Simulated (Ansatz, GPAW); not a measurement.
# BN in line between two Al chains: relaxation, then transmission at several levels, part 2 of 4

Aim: the conductance of BN in line between two Al chains after relaxation, and whether geometry, basis or functional moves it most.

GPAW 26.7.0 and Ansatz 0.2.0; Ansatz plane waves; relaxation of the junction with the lead ends held (the session's first sound run).

So far. Step 2 (Relaxing the atoms): The relaxation lowered the energy of the cell by 0.696 eV.

## Step 3: Plane-wave reference (PBE)

A plane-wave run comes first: its basis does not favour the atoms, so it serves as the reference for the orbital bases.

This step: Ansatz plane waves; Landauer transmission by layers, zero bias (Ansatz 0.2.0).

Contents of input.yaml:

```yaml
crystal:
  lattice:
    - [9.0, 0.0, 0.0]
    - [0.0, 9.0, 0.0]
    - [0.0, 0.0, 36.1476]
  atoms:
    - { symbol: Al, position: [0.5, 0.5, 0.0331972247] }
    - { symbol: Al, position: [0.5, 0.5, 0.0995916741] }
    - { symbol: Al, position: [0.5, 0.5, 0.1659861236] }
    - { symbol: Al, position: [0.5, 0.5, 0.232380573] }
    - { symbol: Al, position: [0.5, 0.5, 0.2987750224] }
    - { symbol: Al, position: [0.4372293719, 0.4147810188, 0.3650205867] }
    - { symbol: Al, position: [0.5241448517, 0.5175906575, 0.4277772863] }
    - { symbol: B, position: [0.5019075831, 0.4835736154, 0.4866226761] }
    - { symbol: "N", position: [0.5040091772, 0.4800939481, 0.5222752501] }
    - { symbol: Al, position: [0.4896732447, 0.5008827744, 0.5714058481] }
    - { symbol: Al, position: [0.5842914701, 0.3849354889, 0.6373204465] }
    - { symbol: Al, position: [0.5, 0.5, 0.7012249776] }
    - { symbol: Al, position: [0.5, 0.5, 0.767619427] }
    - { symbol: Al, position: [0.5, 0.5, 0.8340138764] }
    - { symbol: Al, position: [0.5, 0.5, 0.9004083259] }
    - { symbol: Al, position: [0.5, 0.5, 0.9668027753] }
kpoints:
  mp_grid: { grid: [1, 1, 2] }
hamiltonian:
  xc: pbe
scf:
  occupations: { method: fermi_dirac, width: 0.1 }
output:
  transmission:
    leads: [[0, 1]]
    e_range: [-2, 2]
    de: 0.025
    kmesh: [1, 1]
    reduced_basis: true
  write_potential: true
  write_density: true
  volumetric_format: npy
  elf: true
```

Command:

```console
$ ansatz run input.yaml --threads 4 --pin off --max-ram 8192MiB --backend cpu --events-out ev --progress --plain --runs-dir out
```

Numbers of over 12 decimals in the logs are rounded to 6 here.

The program printed:

```text
[...]
Crystal: 16 atoms, lattice volume = 2927.956 Å³
Basis set: ecut = 420 eV, 57189 PW (Γ)
Bands: 41, of which v1, the nominal top of the filled ones, is band 25 counted from 1 (24 counted from 0)
Symmetry: 1 space group operations
[...]
k-points: 2
[...]
SCF iter   1: F=—  HF=-8039.109958 eV  |F-HF|=—  |Δ(HF+E_count)|=         —  Δρ=2.50e-3  dr2=2.25e0  ethr=1.77e-3  ⟨swp⟩=11.0  Hψ=502  notcnv=0
[...]
SCF iter  10: F=-8038.983761 eV  HF=-8038.983761 eV  |F-HF|=2.18e-8  |Δ(HF+E_count)|=   2.71e-8  Δρ=6.31e-7  dr2=4.53e-8  ethr=2.00e-10  ⟨swp⟩=11.0  Hψ=334  notcnv=0
SCF 1 converged in 10 iterations: F = -8038.983761 eV  dr2 = 4.53e-8
[...]
transmission: 45 of 270 steps passed
transmission: 90 of 270 steps passed
[...]
transmission: 270 of 270 steps passed
WARN: The output density's exchange-correlation potential varies sharply where the density is thin. Do not read a vacuum level from v_tot or v_xc, or from such a field of the output density. On a cell that repeats whose density bears no net charge and no dipole along the vacuum's axis use v_es (v_loc + v_h of the components); under efield.dipole_correction with no amplitude use v_es + v_field, which holds any externa [...]
SCF converged after 10 iterations
Free energy (F): -8038.983761 eV
[...]
Internal energy: -8038.350687 eV  (E = F + TS)
E sigma→0 (E₀):  -8038.667224 eV
Entropy (-TS):   -0.633073 eV (-39.567 meV/atom)
Fermi energy:    -3.012876 eV
[...]
--- Band table (eV) ---
  k-point 0: bands = [... 21 lower, -3.3514, -3.2231, -3.2039, -3.0637, -3.0235, -2.7935, -2.7250, -2.5988, ... 12 higher]
  k-point 1: bands = [... 21 lower, -3.3495, -3.2373, -3.2133, -3.0325, -2.9975, -2.8511, -2.7832, -2.5096, ... 12 higher]
--- Transmission ---
  basis      : 717 plane waves across, 45 finite elements along
  points     : 1, standing for a mesh of 1 x 1
  filling    : by the input's occupations and mesh, since the crystals that have channels conduct as metals do. If one of these is a semiconductor, that mesh has misplaced its level
  energies   : 161 from -2.000000 to 2.000000 eV about the Fermi level, 0.025000 eV apart; the leads are filled to 0.000000 eV, and channels, transmission and decay are at 0.000000 eV
  crystal 0  : Al1, at the sites [0, 1], period 2.4000 Å, over 24.00 Å; its Hamiltonian steps by up to 2.3 meV
    offset         : up to 0.0000 Å between an atom of the period and one for which it stands
    filled         : 14.7 meV over the level at which it is neutral
    channels       : 2.000000e0 a spin
    conductance    : 1.9131e14 S/m² at 300 K; may be off by some 0.0 % by where its bands' edges are placed, 0.0 % from the distance to neutral
  junction   : crystal 0 to crystal 0, 0.70 to 34.45 Å
    transmission   : 1.307161e-1 a spin
    error estimate : 4.120796e-5 a spin from the reduction of the transverse basis, at the most 1.030269e-3 at 1.525000 eV
    conductance    : 1.2650e13 S/m² at 300 K (1.2650e13 on every other energy)
    error estimate : 0.0 % from the energy spacing and 0.0 % from band edges of the leads and from resonances (wavevectors taken as independent; lower de), 0.0 % from the reduction of the transverse basis, 1.9 % from the steps of its leads' Hamiltonians or their offsets (lay more layers), 5.9 % from the distance to neutral
    resistance     : 7.3821e-2 Ω µm² beyond half of each lead's own
```

Elapsed: 44 s, on 4 threads of Arm Neoverse V1, shared host; peak memory 2.2 GiB; 2.6 min of CPU time.

This step gave:

- free energy: -8038.9838 eV
- lead level: 0 eV from the Fermi level
- transmission at the Fermi level (one spin): 0.1307
- open channels of the lead at the Fermi level (one spin): 2
- step of the potential along the lead: 2.3 meV
- offset of the lead: 0 Å
- filling of the lead less its bulk value, in size: 14.7 meV
- conductance: 0.1322 G₀

One spin. Table of transmission, zone mean by energy, zero at the Fermi level:

energy (eV), transmission, zone mean and a bar:
```
   -2.000       0.23 #####
   -1.900       0.24 ######
   -1.800       0.24 ######
   -1.700       0.22 #####
   -1.600       0.18 ####
   -1.500       0.12 ###
   -1.400       0.06 #
   -1.300       0.01 
   -1.200       0.00 
   -1.100       0.00 
   -1.000       0.00 
   -0.900       0.00 
   -0.800       0.00 
   -0.700       0.00 
   -0.600       0.00 
   -0.500       0.00 
   -0.400       0.00 
   -0.300       0.02 
   -0.200       0.05 #
   -0.100       0.08 ##
    0.000       0.13 ###
    0.100       0.19 #####
    0.200       0.26 ######
    0.300       0.33 ########
    0.400       0.40 #########
    0.500       0.47 ###########
    0.600       0.56 #############
    0.700       0.67 ################
    0.800       0.81 ###################
    0.900       0.96 #######################
    1.000       1.00 ########################
    1.100       1.03 ########################
    1.200       1.07 ##########################
    1.300       1.13 ###########################
    1.400       1.20 #############################
    1.500       1.25 ##############################
    1.575       1.26 ##############################
    1.600       1.26 ##############################
    1.700       1.20 #############################
    1.800       1.11 ##########################
    1.900       1.02 ########################
    2.000       0.97 #######################
```

One spin. Open channels, zone mean against energy, zero at the Fermi level:

energy (eV), open channels, zone mean and a bar:
```
   -2.000       1.00 ##########
   -1.900       1.00 ##########
   -1.800       1.00 ##########
   -1.700       1.00 ##########
   -1.600       1.00 ##########
   -1.500       1.00 ##########
   -1.400       1.00 ##########
   -1.300       1.00 ##########
   -1.200       0.00 
   -1.100       0.00 
   -1.000       0.00 
   -0.900       0.00 
   -0.800       0.00 
   -0.700       0.00 
   -0.600       0.00 
   -0.500       0.00 
   -0.400       0.00 
   -0.300       2.00 ####################
   -0.200       2.00 ####################
   -0.100       2.00 ####################
    0.000       2.00 ####################
    0.100       2.00 ####################
    0.200       2.00 ####################
    0.300       2.00 ####################
    0.400       2.00 ####################
    0.500       2.00 ####################
    0.600       2.00 ####################
    0.700       2.00 ####################
    0.800       2.00 ####################
    0.900       2.00 ####################
    1.000       3.00 ##############################
    1.100       3.00 ##############################
    1.200       3.00 ##############################
    1.300       3.00 ##############################
    1.400       3.00 ##############################
    1.500       3.00 ##############################
    1.600       3.00 ##############################
    1.700       3.00 ##############################
    1.800       3.00 ##############################
    1.900       3.00 ##############################
    2.000       3.00 ##############################
```

Crystal 0, spin -, k parallel (0, 0); distinct values, listed up to 1.5 1/Å. Im kz of the slowest decaying states against energy, zero at the Fermi level:

```csv
energy (eV),decay 1 (Å⁻¹),decay 2 (Å⁻¹),decay 3 (Å⁻¹),decay 4 (Å⁻¹)
-2.000,0.671,0.672,1.15,1.26
-1.800,0.628,0.628,1.13,1.24
-1.600,0.582,0.582,1.10,1.22
-1.400,0.531,0.531,1.08,1.20
-1.200,0.0368,0.475,0.475,1.05
-1.000,0.0791,0.412,0.412,1.03
-0.800,0.0999,0.337,0.337,1.00
-0.600,0.112,0.239,0.239,0.978
-0.400,0.0278,0.0320,0.119,0.951
-0.200,0.121,0.923,1.06,1.14
0.000,0.119,0.894,1.03,1.12
0.200,0.112,0.864,1.01,1.09
0.400,0.101,0.833,0.980,1.07
0.600,0.0831,0.801,0.952,1.05
0.800,0.0524,0.767,0.924,1.02
1.000,0.732,0.895,0.994,1.08
1.200,0.695,0.866,0.967,1.06
1.400,0.656,0.835,0.939,1.03
1.600,0.614,0.803,0.911,1.00
1.800,0.569,0.769,0.882,0.977
2.000,0.521,0.734,0.851,0.949
```

Crystal 0, spin -, k parallel (0, 0). The Re kz of states that move upwards by energy, zero at the Fermi level:

```
energy (eV)  channel 1 (Å⁻¹)  channel 2 (Å⁻¹)  channel 3 (Å⁻¹)
     -2.000             1.13                -                -
     -1.900             1.15                -                -
     -1.800             1.16                -                -
     -1.700             1.18                -                -
     -1.600             1.20                -                -
     -1.500             1.22                -                -
     -1.400             1.24                -                -
     -1.300             1.27                -                -
     -1.200                -                -                -
     -1.100                -                -                -
     -1.000                -                -                -
     -0.900                -                -                -
     -0.800                -                -                -
     -0.700                -                -                -
     -0.600                -                -                -
     -0.500                -                -                -
     -0.400                -                -                -
     -0.300            0.165            0.165                -
     -0.200            0.235            0.236                -
     -0.100            0.289            0.289                -
      0.000            0.334            0.334                -
      0.100            0.374            0.374                -
      0.200            0.410            0.410                -
      0.300            0.443            0.443                -
      0.400            0.473            0.474                -
      0.500            0.502            0.503                -
      0.600            0.530            0.530                -
      0.700            0.555            0.556                -
      0.800            0.580            0.580                -
      0.900            0.604            0.604                -
      1.000            -1.26            0.627            0.627
      1.100            -1.24            0.649            0.649
      1.200            -1.22            0.670            0.671
      1.300            -1.20            0.691            0.691
      1.400            -1.19            0.711            0.711
      1.500            -1.17            0.731            0.731
      1.600            -1.16            0.750            0.750
      1.700            -1.15            0.768            0.768
      1.800            -1.13            0.786            0.787
      1.900            -1.12            0.804            0.804
      2.000            -1.11            0.822            0.822
```

The electrostatic potential energy of an electron (with the applied field's), less the Fermi level, planar mean oscillates, so the rows of the table below give means over windows of 2.38 Å about each position, cut where the curve ends. Its first 14 maxima inside the range that stand out by 2 % of the span (Å: eV): 2.4: 3.82, 4.8: 3.83, 7.1: 3.82, 9.5: 3.74, 12.0: 3.72, 14.3: 3.60, 16.8: 3.61, 18.3: 3.70, 19.5: 3.59, 21.9: 3.48, 24.2: 3.56, 26.6: 3.71, 29.0: 3.82, 31.4: 3.82. Its first 14 minima: 1.2: 3.03, 3.6: 3.03, 6.0: 3.03, 8.5: 3.00, 10.7: 2.94, 13.2: 2.99, 15.6: 2.75, 17.6: 2.89, 18.9: 3.14, 20.7: 2.64, 22.9: 2.85, 25.3: 2.87, 27.7: 3.00, 30.2: 3.03.

Electrostatic potential energy of an electron (with the applied field's), less the Fermi level, planar mean against z; means over each step:

```csv
z (Å),"electrostatic potential energy of an electron (with the applied field's), less the Fermi level, planar mean (eV)"
1.19,3.37
3.57,3.36
5.95,3.37
8.33,3.34
10.71,3.27
13.09,3.28
15.47,3.11
17.85,3.31
20.23,3.03
22.61,3.12
24.99,3.17
27.37,3.31
29.75,3.37
32.13,3.36
34.51,3.37
```

The valence density, planar mean oscillates, so the rows of the table below give means over windows of 2.38 Å about each position, cut where the curve ends. Its maxima inside the range that stand out by 2 % of the span (Å: e/Å³): 2.4: 0.0176, 4.8: 0.0176, 7.1: 0.0177, 9.4: 0.0175, 11.8: 0.0171, 14.4: 0.0191, 17.1: 0.0218, 18.9: 0.0609, 21.6: 0.0172, 24.4: 0.0178, 26.8: 0.0176, 29.2: 0.0177, 31.5: 0.0176, 33.8: 0.0176. Its first 14 minima: 1.2: 0.0126, 3.6: 0.0126, 6.0: 0.0127, 8.3: 0.0128, 10.7: 0.0127, 13.1: 0.0139, 15.8: 0.0115, 17.6: 0.0194, 20.4: 0.0104, 22.9: 0.0143, 25.4: 0.0129, 27.8: 0.0129, 30.2: 0.0127, 32.6: 0.0126.

Valence density, planar mean against z; means over each step:

| z (Å) | valence density, planar mean (e/Å³) |
| --- | --- |
| 1.19 | 0.0154 |
| 3.57 | 0.0154 |
| 5.95 | 0.0155 |
| 8.33 | 0.0155 |
| 10.71 | 0.0153 |
| 13.09 | 0.0161 |
| 15.47 | 0.0151 |
| 17.85 | 0.0336 |
| 20.23 | 0.0209 |
| 22.61 | 0.0159 |
| 24.99 | 0.0156 |
| 27.37 | 0.0155 |
| 29.75 | 0.0155 |
| 32.13 | 0.0154 |
| 34.51 | 0.0154 |

Electrostatic potential energy in the ca plane at fractional y = 0.500, with atoms of Al and B and N within 0.2 Å of it. With pseudopotentials it is smooth inside the atoms' cores, unlike the true potential.

Ten even steps from '0' (-21 eV) to '9' (1 eV), each cell a mean:
```
99999999999999999999999999999999999999999999
99999999999999999999999999999999999999999999
99999999999999999999999999999999999999999999
99999999999999999999999999999999999999999999
99999999999999999999999999999999999999999999
99999999999999999999999999999999999999999999
99999999999999999999999999999999999999988899
89999988999999999987788999999999988999877789
67888767789999999754468888999999877788765678
13677412478999998510026765687787533578754578
10364011158877787213205510020025100157765677
52152154137754576214304400000002044137877787
41253033047521256401016500010013044137888888
01575100267520257642257742465465100158999998
46788645688632368877788888899997533579999999
88999888898866678998899999999998877889999999
99999999999988889999999999999999988999999999
99999999999999999999999999999999999999999999
99999999999999999999999999999999999999999999
99999999999999999999999999999999999999999999
99999999999999999999999999999999999999999999
99999999999999999999999999999999999999999999
99999999999999999999999999999999999999999999
99999999999999999999999999999999999999999999
```
Columns run along c (16.0 Å, from fractional 0.24 to 0.68 of the cell; values clipped at the 3rd and 97th percentile), rows up along a (9.0 Å). Atoms in or near the plane, at fractional coordinates: Al at (0.30, 0.50), Al at (0.43, 0.52), B at (0.49, 0.50), N at (0.52, 0.50), Al at (0.57, 0.49).

ELF in the ca plane at fractional y = 0.500, with atoms of Al and B and N within 0.2 Å of it. It is the smooth field of the valence electrons, not physical close to the nuclei.

Ten even steps from '0' (0.00) to '9' (0.98), each cell a mean:
```
00000000000000000000000000000000000000000000
00000000000000000000000000000000000000000000
00000000000000000110000000000000000000000000
00000000000000011222100000000000000000111110
11111111111000013443210000000000000001223221
22222222332100135665310000000000000012334332
33443344553211246887531111111110001223445544
55665566765311258998643332233321113444455566
67777777887522368998656764455653236776554677
47898756898633479974368975577776326998654688
14899522699754589833259972587788403899754689
52899243499864689833169970485488322499744689
22899322599953589962179971586688222499743589
36999624899853589984369974687787315899732479
67888656888864578874347875566654358999621368
67776555677766677653113554334332369998511257
55554333455666665431001222112111268997410135
33332212233455554321000000000000147875200023
22221111112334433210000000000000125653100012
11110000001122221100000000000000013331000000
00000000000011111000000000000000001110000000
00000000000000000000000000000000000000000000
00000000000000000000000000000000000000000000
00000000000000000000000000000000000000000000
```
Columns run along c (16.0 Å, from fractional 0.24 to 0.68 of the cell), rows up along a (9.0 Å). Atoms in or near the plane, at fractional coordinates: Al at (0.30, 0.50), Al at (0.43, 0.52), B at (0.49, 0.50), N at (0.52, 0.50), Al at (0.57, 0.49).

Valence density in the ca plane at fractional y = 0.500, with atoms of Al and B and N within 0.2 Å of it. It is the smooth field of the valence electrons, not physical close to the nuclei.

Values in e/Å³, 13 rows by 16 columns, each cell a mean:
```
0.0 0.0 0.0 0.0 0.0 0.0 0.0 0.0 0.0 0.0 0.0 0.0 0.0 0.0 0.0 0.0
0.0 0.0 0.0 0.0 0.0 0.0 0.0 0.0 0.0 0.0 0.0 0.0 0.0 0.0 0.0 0.0
0.0 0.0 0.0 0.0 0.0 0.0 0.0 0.0 0.0 0.0 0.0 0.0 0.0 0.0 0.0 0.0
0.0 0.0 0.0 0.0 0.0 0.0 0.0 0.0 0.0 0.0 0.0 0.0 0.0 0.0 0.0 0.0
0.1 0.1 0.1 0.1 0.0 0.0 0.1 0.1 0.1 0.1 0.1 0.1 0.1 0.1 0.1 0.1
0.2 0.3 0.1 0.2 0.1 0.1 0.2 0.1 0.4 0.6 1.5 0.5 0.1 0.2 0.1 0.2
0.2 0.3 0.1 0.3 0.2 0.2 0.2 0.1 0.6 0.9 2.9 0.9 0.1 0.2 0.1 0.2
0.2 0.2 0.1 0.2 0.2 0.2 0.2 0.1 0.2 0.3 0.6 0.3 0.1 0.1 0.0 0.1
0.1 0.1 0.1 0.1 0.1 0.1 0.1 0.0 0.0 0.0 0.1 0.0 0.1 0.0 0.0 0.0
0.0 0.0 0.0 0.0 0.0 0.0 0.0 0.0 0.0 0.0 0.0 0.0 0.0 0.0 0.0 0.0
0.0 0.0 0.0 0.0 0.0 0.0 0.0 0.0 0.0 0.0 0.0 0.0 0.0 0.0 0.0 0.0
0.0 0.0 0.0 0.0 0.0 0.0 0.0 0.0 0.0 0.0 0.0 0.0 0.0 0.0 0.0 0.0
0.0 0.0 0.0 0.0 0.0 0.0 0.0 0.0 0.0 0.0 0.0 0.0 0.0 0.0 0.0 0.0
```
Columns run along c (16.0 Å, from fractional 0.24 to 0.68 of the cell), rows up along a (9.0 Å). Atoms in or near the plane, at fractional coordinates: Al at (0.30, 0.50), Al at (0.43, 0.52), B at (0.49, 0.50), N at (0.52, 0.50), Al at (0.57, 0.49).

The largest of the program's own error estimates on the conductance is 5.9 %. T at the Fermi level is 0.131 of 2 open channels a spin.

(Continued in part 3 of 4.)

[Logs are printed without paths, hosts, clocks, repeated set-up lines and the standing remarks that a program may print on its own settings, such as how far it seeks lower states.]

[Hosts, paths, dates, database ids (printed as entryN), source tags and the programs' standing remarks are cut or masked in the printed files.]
